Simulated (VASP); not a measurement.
Se, 3 atoms in the cell. The typed cell holds 3 atoms: a = 4.355 Å, b = 4.355 Å, c = 4.949 Å, α = 90.00°, β = 90.00°, γ = 120.00°. 

| Item | Value |
| --- | --- |
| Program | VASP 6.6.1 |
| Task | single point |
| Functional | r2SCAN |
| Dispersion | D3(BJ) |
| Potentials or basis | VASP PAW PBE potentials, release 64 (Se) |
| Cutoff | 520 eV |
| k mesh | 4 × 4 × 3 |
| Occupations | gaussian, width 0.01 eV |
| Spin | no spin polarisation |
| Dipole correction | no |
| Further INCAR settings | ALGO = Normal; EDIFF = 1e-06; NBANDS = 16 |

Potentials or basis: VASP PAW PBE potentials, release 64 (Se).

Command:

```console
$ cat potpaw_PBE.64/Se/POTCAR > POTCAR
$ cp INCAR.step1 INCAR
$ mpirun -np 1 vasp_std > vasp.out
$ cp INCAR.step2 INCAR
$ mpirun -np 1 vasp_std > vasp.out
```

Hardware: 1 thread of AMD EPYC 7R43 64-Core Processor (Zen 3), on a shared host.

Problem. How long does it take, and how much memory?

Solution. Wall time 2.4 min on 1 thread of AMD EPYC 7R43 64-Core Processor (Zen 3) (shared host), peak memory 0.18 GiB. Counts: scf iterations 8, k points 26.
